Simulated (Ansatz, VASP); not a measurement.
# Two plane-wave programs on KBr

File INCAR:

```
PREC     = Accurate       # precision mode
ENCUT    = 600            # plane-wave cutoff, eV
EDIFF    = 1E-6           # SCF threshold, eV
ISMEAR   = -1             # smearing method
SIGMA    = 0.1            # smearing width, eV
LREAL    = F              # projectors in reciprocal space
LASPH    = T              # aspherical terms in the spheres
NELM     = 100            # most SCF steps
ALGO     = Normal         # electronic algorithm
ISIF     = 3              # what is computed and relaxed
LWAVE    = F              # write WAVECAR
LCHARG   = F              # write CHGCAR
GGA      = CA             # functional
IBRION   = 2              # ionic algorithm
NSW      = 100            # ionic steps
EDIFFG   = -0.002         # ionic threshold
```

Contents of KPOINTS:

```
Automatic mesh
0
Gamma
  10 10 10
```

The input POSCAR:

```
KBr
1.0
    0.0000000000      3.3000000000      3.3000000000
    3.3000000000      0.0000000000      3.3000000000
    3.3000000000      3.3000000000      0.0000000000
K Br
1 1
Direct
    0.0000000000      0.0000000000      0.0000000000
    0.5000000000      0.5000000000      0.5000000000
```

Input for Ansatz:

```yaml
crystal:
  lattice:
    - [0.0, 3.3, 3.3]
    - [3.3, 0.0, 3.3]
    - [3.3, 3.3, 0.0]
  atoms:
    - { symbol: K, position: [0.0, 0.0, 0.0] }
    - { symbol: Br, position: [0.5, 0.5, 0.5] }
kpoints:
  mp_grid: { grid: [10, 10, 10] }
scf:
  occupations: { method: fermi_dirac, width: 0.1 }
hamiltonian:
  xc: lda
  pseudopotentials: { kind: paw }
relax:
  f_tol: 0.002
  max_steps: 80
  cell: {}
output:
  forces: true
  stress: true
  write_density: true
  write_potential: true
  elf: true
  volumetric_format: npy
```

Alike in both runs: task relaxation of cell and atoms; functional LDA; k mesh 10 × 10 × 10; occupations fermi-dirac, width 0.1 eV; no spin polarisation.

```csv
,VASP,Ansatz
version,VASP 6.6.1,Ansatz 0.2.0
potentials or method,"VASP PAW LDA potentials, release 64 (K_sv, Br)","PAW with Ansatz's default frozen-core files, scalar-relativistic"
plane-wave cutoff (eV),600,420
valence electrons in the cell,16,16
```

Ansatz gave:

| Quantity | Value |
| --- | --- |
| gap on the k mesh at the Fermi level, each at its own relaxed structure (eV) | 4.32 |
| relaxed volume (Å³/atom) | 32.39 |
| relaxed cell length with the largest relative difference (Å) | 4.508 |
| energy change over the relaxation (meV/atom) | -21 |

Problem. What did VASP give for the same quantities?

Solution. gap on the k mesh at the Fermi level, each at its own relaxed structure (eV): 4.31; relaxed volume (Å³/atom): 32.50; relaxed cell length with the largest relative difference (Å): 4.513; energy change over the relaxation (meV/atom): -19.

A k mesh can miss the band edges. Zero-point motion and thermal expansion aren't in these numbers. LDA usually gives volumes a few per cent too small.
